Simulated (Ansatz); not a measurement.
Input and output of a single-point calculation on Si (diamond) (Ansatz 0.2.0, HSE06). The cell was relaxed with r2SCAN and then strained (epitaxial +3.0 % in the xy plane, free normal strain -2.21 %), with the atoms relaxed again with r2SCAN; k points keep the names of the unstrained zone.

Input (YAML):
```yaml
crystal:
  lattice:
    - [0.0, 2.8037824625, 2.6618909388]
    - [2.8037824625, 0.0, 2.6618909388]
    - [2.8037824625, 2.8037824625, 0.0]
  atoms:
    - { symbol: Si, position: [0.0, 0.0, 0.0] }
    - { symbol: Si, position: [0.25, 0.25, 0.25] }
kpoints:
  mp_grid: { grid: [6, 6, 6] }
  band_path:
    path:
      - [0.0, 0.0, 0.0]
      - [0.5, 0.0, 0.5]
      - [0.625, 0.25, 0.625]
      - [0.375, 0.375, 0.75]
      - [0.5, 0.5, 0.5]
      - [0.5, 0.25, 0.75]
      - [0.411458, 0.411458, 0.0]
    npoints: 1
hamiltonian:
  xc: hse06
scf:
  occupations: { method: fermi_dirac, width: 0.02 }
  n_extra_bands: 4
output:
  forces: true
  stress: true
  eigenvalues: true
```

Q: It ran on 1 × NVIDIA H100 80GB HBM3 with 2 threads of AMD EPYC 7R13 Processor (Zen 3), on a shared host, load about 3.6 per core. About how long did it take, and how much host memory at the peak?

A: About 31 s, with a peak of 1.9 GiB.

Abridged output:
```
scf.n_extra_bands = 4 over 4 filled bands (N_el = 8.0): the run solves 8 bands
Functional definition: HSE06
Crystal: 2 atoms, lattice volume = 41.851 Å³
Basis set: ecut = 420 eV, 829 PW (Γ)
Symmetry: 16 space group operations
Space group: I41/amd (ITA 141)
k-points: 30 of 216
Exchange kernel: α = 0.2500, screened, ω = 0.2079 Å⁻¹, Wigner–Seitz truncation, v(0) = 1046.4963 eV·Å³, q-mesh 6×6×6
preconditioner: auto → none  [insulator: Δε(μ)=0.747 eV  σ=0.020 eV  ℏωp=16.2 eV]
hybrid outer 1: dexx = +3.196e-3 eV, tail = 6.11e-6 eV
hybrid outer 2: dexx = +2.233e-8 eV, tail = 1.66e-8 eV, Δε = 9.95e-4 eV
hybrid SCF converged: 2 outer / 7 inner (+3 warm-up)
Free energy (F): -1272.526273 eV
Fermi energy:    6.077594 eV
--- Stress (GPa, compression-positive) ---
       -5.278561       0.000000       0.000000
        0.000000      -5.278561       0.000000
        0.000000       0.000000      -0.216387
  P = ⅓ Tr σ = -3.5912 GPa (-35.912 kbar)
```

The file bands.tsv (bands near the Fermi energy, numbered from 0, rounded):
```tsv
# k_distance	band_0	band_1	band_2	band_3	band_4	band_5	band_6	band_7
# fermi_ev = 6.077593
# [0, 0, 0] at k_distance = 0.000000
# [0.5, 0, 0.5] at k_distance = 1.120484
# [0.625, 0.25, 0.625] at k_distance = 1.527330
# [0.375, 0.375, 0.75] at k_distance = 2.219713
# [0.5, 0.5, 0.5] at k_distance = 2.930459
# [0.5, 0.25, 0.75] at k_distance = 3.744152
# [0.411458, 0.411458, 0] at k_distance = 5.329274
# levels_relative_to = fermi_ev
0.000	-13.596	-0.751	-0.751	-0.392	2.540	2.736	2.736	3.110
1.120	-9.249	-9.249	-3.497	-3.497	0.873	0.873	10.122	10.122
1.527	-9.639	-8.594	-5.114	-3.042	1.395	4.495	7.411	8.056
2.220	-9.558	-8.314	-5.073	-3.457	0.948	3.798	7.726	8.430
2.930	-11.117	-8.125	-2.145	-1.656	1.345	3.299	3.809	7.934
3.744	-8.952	-8.952	-4.607	-4.607	4.118	4.118	5.006	5.006
5.329	-10.366	-7.345	-3.763	-3.763	0.258	1.089	9.024	9.024
```
In order the rows are Γ, X, U, K, L, W, (0.411, 0.411, 0).

The HSE06 gap is indirect, 0.65 eV (Γ to k = (0.411, 0.411, 0)), below the direct gap of 2.93 eV at Γ. Edges are sought over the mesh and the listed points. With the atoms held, the mean pressure is -3.6 GPa (compression positive). (The program warns that its thresholds are loose for a hybrid's stress.)

No spin polarisation and no zero-point or thermal motion.

The meshes of the hybrids are coarse, so their gaps aren't converged to the digits shown.
